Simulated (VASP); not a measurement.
# Br (I4/mmm) in VASP: further runs

The runs below take Br through single point, with PBE.

All numbers are computed with VASP 6.6.1; they aren't measurements. Logs are shortened: lines on timing, memory, paths and dates and some standing lists are left out, and cuts for length are marked.

## Step 1: The structure

It takes space group I4/mmm (No. 139, tetragonal). The conventional cell has a = 2.847 Å, b = 2.847 Å, c = 7.155 Å, α = 90.00°, β = 90.00°, γ = 90.00°. Br (site symmetry 4/mmm) has 4 Br at 2.85 Å as nearest neighbours.

## Step 2: Single point, PBE

INCAR reads:

```
ALGO = Fast
EDIFF = 1E-6
ENCUT = 500
GGA = PE
ISIF = 2
ISMEAR = 0
LASPH = True
LCHARG = True
LELF = True
LREAL = False
LVHAR = True
LWAVE = False
NBANDS = 10
NELM = 100
PREC = Accurate
SIGMA = 0.02
```

KPOINTS reads:

```
k-points
0
Gamma
  8 8 8
```

POSCAR reads:

```
Br
1.0
   -1.4234917050      1.4234917050      3.5775173700
    1.4234917050     -1.4234917050      3.5775173700
    1.4234917050      1.4234917050     -3.5775173700
Br
1
Direct
    0.0000000000      0.0000000000      0.0000000000
```

Potentials or basis: VASP PAW PBE potentials, release 64 (Br_GW).

Command:

```console
$ cat potpaw_PBE.64/Br_GW/POTCAR > POTCAR
$ mpirun -np 1 vasp_std > vasp.out
```

OUTCAR:

```text
EDIFF = 1E-6
   ENCUT = 500
   GGA = PE
   ISIF = 2
   ISMEAR = 0
   LASPH = True
   LREAL = False
   NELM = 100
   PREC = Accurate

 ion  position               nearest neighbor table
   1  0.000  0.000  0.000-

  LATTYP: Found a body centered tetragonal cell.
 ALAT       =     2.8469834100
 C/A-ratio  =     2.5131986069

  Lattice vectors:

 A1 = (  -1.4234917050,   1.4234917050,   3.5775173700)
 A2 = (   1.4234917050,  -1.4234917050,   3.5775173700)
 A3 = (   1.4234917050,   1.4234917050,  -3.5775173700)

Analysis of symmetry for initial positions (statically):
=====================================================================
 Subroutine PRICEL returns:
 Original cell was already a primitive cell.

 Routine SETGRP: Setting up the symmetry group for a
 body centered tetragonal supercell.

 Subroutine GETGRP returns: Found 16 space group operations
 (whereof 16 operations were pure point group operations)
 out of a pool of 16 trial point group operations.

The static configuration has the point symmetry D_4h.

Analysis of symmetry for dynamics (positions and initial velocities):
=====================================================================
 Subroutine PRICEL returns:
 Original cell was already a primitive cell.

 Routine SETGRP: Setting up the symmetry group for a
 body centered tetragonal supercell.

 Subroutine GETGRP returns: Found 16 space group operations
 (whereof 16 operations were pure point group operations)
 out of a pool of 16 trial point group operations.

The dynamic configuration has the point symmetry D_4h.

 Subroutine INISYM returns: Found 16 space group operations
 (whereof 16 operations are pure point group operations),
 and found     1 'primitive' translations

----------------------------------------------------------------------------------------

                                     Primitive cell

  volume of cell :      28.9969

  direct lattice vectors                    reciprocal lattice vectors
    -1.423491705  1.423491705  3.577517370     0.000000000  0.351248973  0.139761725
     1.423491705 -1.423491705  3.577517370     0.351248973  0.000000000  0.139761725
     1.423491705  1.423491705 -3.577517370     0.351248973  0.351248973  0.000000000

  length of vectors
     4.105032010  4.105032010  4.105032010     0.378033307  0.378033307  0.496741062

  position of ions in fractional coordinates (direct lattice)
     0.000000000  0.000000000  0.000000000

  ion indices of the primitive-cell ions
   primitive index   ion index
                 1           1

----------------------------------------------------------------------------------------

 KPOINTS: k-points

Automatic generation of k-mesh.
 Grid dimensions read from file:
 generate k-points for:    8    8    8

 Generating k-lattice:

  Cartesian coordinates                     Fractional coordinates (reciprocal lattice)
     0.000000000  0.043906122  0.017470216     0.125000000  0.000000000 -0.000000000
     0.043906122  0.000000000  0.017470216     0.000000000  0.125000000 -0.000000000
     0.043906122  0.043906122  0.000000000     0.000000000  0.000000000  0.125000000

  Length of vectors
     0.047254163  0.047254163  0.062092633

  Shift w.r.t. Gamma in fractional coordinates (k-lattice)
     0.000000000  0.000000000  0.000000000

 Subroutine IBZKPT returns following result:
 ===========================================

 Found     59 irreducible k-points:

 Following reciprocal coordinates:
            Coordinates               Weight
  0.000000  0.000000  0.000000      1.000000
  0.125000  0.000000  0.000000      8.000000
  0.250000  0.000000  0.000000      8.000000
  0.375000  0.000000 -0.000000      8.000000
  0.500000  0.000000  0.000000      4.000000
  0.125000  0.125000  0.000000      8.000000
[... 16 lines left out ...]
  0.250000  0.125000  0.125000     16.000000
  0.375000  0.125000  0.125000      8.000000
 [... further k-points ...]
   k-points           NKPTS =     59   k-points in BZ     NKDIM =     59   number of bands    NBANDS=     10
   number of dos      NEDOS =    301   number of ions     NIONS =      1
   total plane-waves  NPLWV =  27000
   dimension x,y,z NGX =    30 NGY =   30 NGZ =   30
   dimension x,y,z NGXF=    60 NGYF=   60 NGZF=   60
   ions per type =               1
   NGX,Y,Z   is equivalent  to a cutoff of  12.15, 12.15, 12.15 a.u.
   NGXF,Y,Z  is equivalent  to a cutoff of  24.30, 24.30, 24.30 a.u.
 SYSTEM =  unknown system
   PREC   = accura    normal or accurate (medium, high low for compatibility)
   ISTART =      0    job   : 0-new  1-cont  2-samecut
   ICHARG =      2    charge: 1-file 2-atom 10-const
   ISPIN  =      1    spin polarized calculation?
   LNONCOLLINEAR =      F non collinear calculations
   LSORBIT =      F    spin-orbit coupling
   LASPH  =      T    aspherical Exc in radial PAW
   ENCUT  =  500.0 eV  36.75 Ry    6.06 a.u.   7.48  7.48  7.48*2*pi/ulx,y,z
   NELM   =    100;   NELMIN=  2; NELMDL= -5     # of ELM steps
   EDIFF  = 0.1E-05   stopping-criterion for ELM
   LREAL  =      F    real-space projection
[... 7 lines left out ...]
   TEBEG  =    0.0;   TEEND  =   0.0 temperature during run
   PSTRESS=    0.0 pullay stress
   NELECT =       7.0000    total number of electrons
   NUPDOWN=      -1.0000    fix difference up-down
   EMIN   =  10.00;   EMAX   =-10.00  energy-range for DOS
   EFERMI =   0.00;   METHOD = LEGACY
   ISMEAR =     0;   SIGMA  =   0.02  broadening in eV -4-tet -1-fermi 0-gaus
   EFERMI_NEDOS =   21; number of points for ismear=-14 and -15
   IALGO  =     68    algorithm
   IMIX   =      4    mixing-type and parameters
     AMIX     =   0.40;   BMIX     =  1.00
     AMIX_MAG =   1.60;   BMIX_MAG =  1.00
  volume/ion in A,a.u.               =      29.00       195.68
  Fermi-wavevector in a.u.,A,eV,Ry     =   1.019351  1.926294 14.137486  1.039076
  Thomas-Fermi vector in A             =   2.152860
   LORBIT       =      0    0 simple, 1 ext, 2 COOP (PROOUT), +10 PAW based schemes
   GGA     = PE    functional components
   LHFCALC =     F    Hartree Fock is set to
   AEXX    =    0.0000 exact exchange contribution
   IVDW    =     0    specifies the selected vdW correction
   LEPSILON=     F    determine dielectric tensor
   LRPA    =     F    only Hartree local field effects (RPA)
 non-spin polarized calculation
 RMM-DIIS sequential band-by-band and
 Gauss-broadening in eV      SIGMA  =   0.02
  energy-cutoff  :      500.00
  volume of cell :       29.00
 maximum number of plane-waves:       769
 NGX is ok and might be reduce to    30
   NGX = 15   NGY = 15   NGZ = 15

 number of electron       6.9999999 magnetization

 Free energy of the ion-electron system (eV)
  ---------------------------------------------------
  ext. energy  EPLUGINS =         0.00000000
  ---------------------------------------------------
  free energy    TOTEN  =        -1.39978141 eV

  energy without entropy =       -1.39968747  energy(sigma->0) =       -1.39973444

 E-fermi :   1.4012     XC(G=0):  -8.6399

 val. band max:        1.3727696941   @ k =  -0.2500  -0.3750   0.1250
 cond. band min:       1.4295728205   @ k =   0.2500   0.1250  -0.0000
 fundamental gap:      0.0568031264
 Fermi energy:         1.4011687009

 k-point     1 :       0.0000    0.0000    0.0000
  band No.  band energies     occupation
      1     -14.8360      2.00000
      2      -0.8643      2.00000
      3       2.3854      0.00000
      4       2.3854      0.00000
      5       6.8657      0.00000
      6      11.2710      0.00000
      7      11.7426      0.00000
      8      17.3313      0.00000
      9      17.3313      0.00000
     10      17.9492      0.00000

 k-point     2 :       0.1250    0.0000    0.0000
  band No.  band energies     occupation
      1     -14.6447      2.00000
      2      -0.8455      2.00000
      3       0.9488      2.00000
      4       2.5015      0.00000
      5       7.4177      0.00000
      6      11.6767      0.00000
      7      13.2956      0.00000
      8      14.2831      0.00000
      9      17.6380      0.00000
     10      19.2482      0.00000

 k-point     3 :       0.2500    0.0000    0.0000
  band No.  band energies     occupation
      1     -14.1266      2.00000
      2      -1.6013      2.00000
      3      -0.6880      2.00000
      4       2.8007      0.00000
      5       8.4825      0.00000
      6      11.7045      0.00000
      7      12.3093      0.00000
      8      16.9219      0.00000
      9      18.3907      0.00000
     10      19.2702      0.00000

 k-point     4 :       0.3750    0.0000   -0.0000
  band No.  band energies     occupation
      1     -13.4933      2.00000
      2      -3.5990      2.00000
      3      -0.5477      2.00000
      4       3.1323      0.00000
      5       8.2653      0.00000
      6      12.2938      0.00000
      7      13.0640      0.00000
      8      17.1780      0.00000
      9      17.9737      0.00000
     10      19.7052      0.00000
[... 222 lines left out ...]
 k-point    22 :       0.1250    0.1250    0.1250
  band No.  band energies     occupation
      1     -13.4586      2.00000
      2      -1.0904      2.00000
      3      -0.9052      2.00000
      4      -0.1531      2.00000
      5       9.3129      0.00000
      6      12.2413      0.00000
      7      12.2908      0.00000
      8      13.9629      0.00000
      9      17.9935      0.00000
     10      18.6773      0.00000

 k-point    23 :       0.2500    0.1250    0.1250
  band No.  band energies     occupation
      1     -12.8383      2.00000
      2      -2.9680      2.00000
      3      -0.5213      2.00000
      4       0.0362      2.00000
      5       9.2893      0.00000
      6      10.5478      0.00000
      7      12.4503      0.00000
      8      15.4377      0.00000
      9      18.0614      0.00000
     10      19.5570      0.00000

 k-point    24 :       0.3750    0.1250    0.1250
  band No.  band energies     occupation
      1     -12.5311      2.00000
      2      -3.7500      2.00000
      3      -0.2697      2.00000
      4       0.1067      2.00000
      5       8.8493      0.00000
      6       9.9152      0.00000
      7      13.4473      0.00000
      8      16.1194      0.00000
      9      18.2153      0.00000
     10      19.0309      0.00000

 [... further k-points ...]

------------------------ aborting loop because EDIFF is reached ----------------------------------------

  FORCE on cell =-STRESS in cart. coord.  units (eV):
  Direction    XX          YY          ZZ          XY          YZ          ZX
  --------------------------------------------------------------------------------------
  -------------------------------------------------------------------------------------
  Total        0.2520063      0.2520063      0.2553352      0.0000000     -0.0000000      0.0000000
  in kB       13.9242028     13.9242028     14.1081386      0.0000000     -0.0000000      0.0000000
  external PRESSURE =      13.9855148 kB  Pullay stress =       0.0000000 kB

 VOLUME and BASIS-vectors are now :
 -----------------------------------------------------------------------------
  energy-cutoff  :      500.00
  volume of cell :       29.00
      direct lattice vectors                 reciprocal lattice vectors
    -1.423491705  1.423491705  3.577517370     0.000000000  0.351248973  0.139761725
     1.423491705 -1.423491705  3.577517370     0.351248973  0.000000000  0.139761725
     1.423491705  1.423491705 -3.577517370     0.351248973  0.351248973  0.000000000

 POSITION                                       TOTAL-FORCE (eV/Angst)
 -----------------------------------------------------------------------------------
      0.00000      0.00000      0.00000        -0.000000     -0.000000      0.000000
 -----------------------------------------------------------------------------------
    total drift:                               -0.000000     -0.000000     -0.000000

  FREE ENERGIE OF THE ION-ELECTRON SYSTEM (eV)
  ---------------------------------------------------
  free  energy   TOTEN  =        -1.3997814113 eV

  energy  without entropy=       -1.3996874665  energy(sigma->0) =       -1.39973444
```

It took 18 s on 1 thread of Intel Xeon 6975P-C (Granite Rapids), shared host; peak memory 0.15 GiB.

Results:

* Free energy: -1.3998 eV
* Pressure: 1.4 GPa
* Band gap on the k mesh: none (metal or under the smearing width)

Levels at points of the mesh, in eV from the Fermi level:
| k point | band 1 | band 2 | band 3 | band 4 | band 5 | band 6 | band 7 |
| --- | --- | --- | --- | --- | --- | --- | --- |
| (0.00, 0.00, 0.00) | -16.24 | -2.27 | 0.98 | 0.98 | 5.46 | 9.87 | 10.34 |
| (0.50, 0.00, 0.00) | -14.58 | -5.80 | -1.86 | 1.88 | 6.37 | 12.06 | 12.85 |
| (0.50, 0.50, 0.00) | -13.08 | -4.45 | -4.17 | -0.60 | 5.49 | 8.34 | 12.56 |
| (0.50, 0.50, 0.50) | -15.99 | -4.44 | 0.82 | 0.82 | 9.34 | 9.35 | 11.81 |

Caveat: the k mesh is coarse (spacing up to 0.39 Å⁻¹), so the values aren't converged; an odd number of electrons without spin polarisation forces a metal; a magnetic or distorted state may lie lower.

## Step 3: Single point, PBE

INCAR reads:

```
SYSTEM = Br
  PREC = Accurate
  ENCUT = 520
  EDIFF = 1E-6
  ISMEAR = 0
  SIGMA = 0.02
  LREAL = .FALSE.
  LASPH = .TRUE.
  NELM = 60
  ALGO = Fast
  ISIF = 2
  LWAVE = .FALSE.
  LCHARG = .FALSE.
  GGA = PE
  NBANDS = 10
```

KPOINTS reads:

```
regular mesh
0
G
  13 13 13
  0 0 0
```

POSCAR reads:

```
Br
4.105
   -0.346770208283      0.346770208283      0.871502404385
    0.346770208283     -0.346770208283      0.871502404385
    0.346770208283      0.346770208283     -0.871502404385
Br
1
Direct
    0.0000000000      0.0000000000      0.0000000000
```

Potentials or basis: VASP PAW PBE potentials, release 64 (Br).

Command:

```console
$ cat potpaw_PBE.64/Br/POTCAR > POTCAR
$ mpirun -np 1 vasp_std > vasp.out
```

It took 21 s on 1 thread of Intel Xeon 6975P-C (Granite Rapids), shared host; peak memory 0.2 GiB.

The run converged. Its results:

```yaml
Free_energy: -1.4410 eV
Pressure: 1.4 GPa
Band_gap_on_the_k_mesh: none (metal or under the smearing width)
```

Stress tensor (GPa, compression positive):
```
1.24 0.00 0.00
0.00 1.24 0.00
0.00 0.00 1.70
```

Levels at points of the mesh, in eV from the Fermi level:
```csv
k point,band 1,band 2,band 3,band 4,band 5,band 6,band 7
"(0.00, 0.00, 0.00)",-16.32,-2.35,0.90,0.90,5.39,9.78,10.28
```

Caveat: an odd number of electrons without spin polarisation forces a metal; a magnetic or distorted state may lie lower.

## Step 4: Single point, PBE

run.py reads:

```python
from ase import Atoms
from ase.calculators.vasp import Vasp
from ase.dft.bandgap import bandgap

atoms = Atoms(
    ['Br'],
    cell=[[-1.423491705, 1.423491705, 3.57751737], [1.423491705, -1.423491705, 3.57751737], [1.423491705, 1.423491705, -3.57751737]],
    scaled_positions=[[0.0, 0.0, 0.0]],
    pbc=True,
)
calc = Vasp(
    directory='calc',
    xc='pbe',
    pp='PBE',
    setups='materialsproject',
    prec='Accurate',
    encut=520,
    ediff=1e-06,
    ismear=0,
    sigma=0.02,
    lreal=False,
    lasph=True,
    nelm=80,
    algo='Fast',
    isif=2,
    lwave=False,
    lcharg=True,
    lelf=True,
    lvhar=True,
    kpts=[13, 13, 13],
    gamma=True,
)
atoms.calc = calc

print('energy (eV):', atoms.get_potential_energy())
print('free energy (eV):', atoms.get_potential_energy(force_consistent=True))
print('forces (eV/A):')
print(atoms.get_forces())
print('stress (eV/A^3, Voigt):', atoms.get_stress())
print('Fermi level (eV):', calc.get_fermi_level())
gap, top, bottom = bandgap(calc)
print('band gap (eV):', gap, 'from (spin, k, band)', top, 'to', bottom)
```

Command:

```console
$ python run.py
```

Run time: 18 s. Hardware: 1 thread of Intel Xeon 6975P-C (Granite Rapids), shared host; peak memory 0.2 GiB.

The run converged. Its results:

* Free energy: -1.4410 eV
* Pressure: 1.4 GPa
* Band gap on the k mesh: none (metal or under the smearing width)

Stress tensor (GPa, compression positive):
```
1.24 0.00 0.00
0.00 1.24 0.00
0.00 0.00 1.70
```

Levels at points of the mesh, in eV from the Fermi level:
```tsv
k point	band 1	band 2	band 3	band 4	band 5	band 6	band 7
(0.00, 0.00, 0.00)	-16.32	-2.35	0.90	0.90	5.39	9.78	10.28
```

Caveat: an odd number of electrons without spin polarisation forces a metal; a magnetic or distorted state may lie lower.

## Step 5: For comparison

An earlier run on the cell as given: functional PBE; potentials or basis VASP PAW PBE potentials, release 64 (Br); cutoff 520 eV; k mesh 13 × 13 × 13; occupations fermi-dirac, width 0.05 eV; no spin polarisation.

* Pressure: 1.4 GPa
* Band gap on the k mesh: none (metal or under the smearing width)

## Step 6: The runs side by side

```csv
potentials or basis,k mesh,cutoff (eV),smearing,mesh quality,gap on the mesh (eV),pressure (GPa)
"VASP PAW PBE potentials, release 64 (Br_GW)",8 × 8 × 8,500,gaussian 0.02 eV,coarse,none,1.4
"VASP PAW PBE potentials, release 64 (Br)",13 × 13 × 13,520,gaussian 0.02 eV,not flagged,none,1.4
"VASP PAW PBE potentials, release 64 (Br)",13 × 13 × 13,520,fermi-dirac 0.05 eV,not flagged,none,1.4
```

Alike in all rows: task single point; level PBE; no spin polarisation; cell as given.

Caveats: some runs use coarse meshes; an odd number of electrons without spin polarisation forces a metal; a magnetic or distorted state may lie lower.

Total energies depend on the potentials used, so only differences within one code and one set of settings carry meaning.
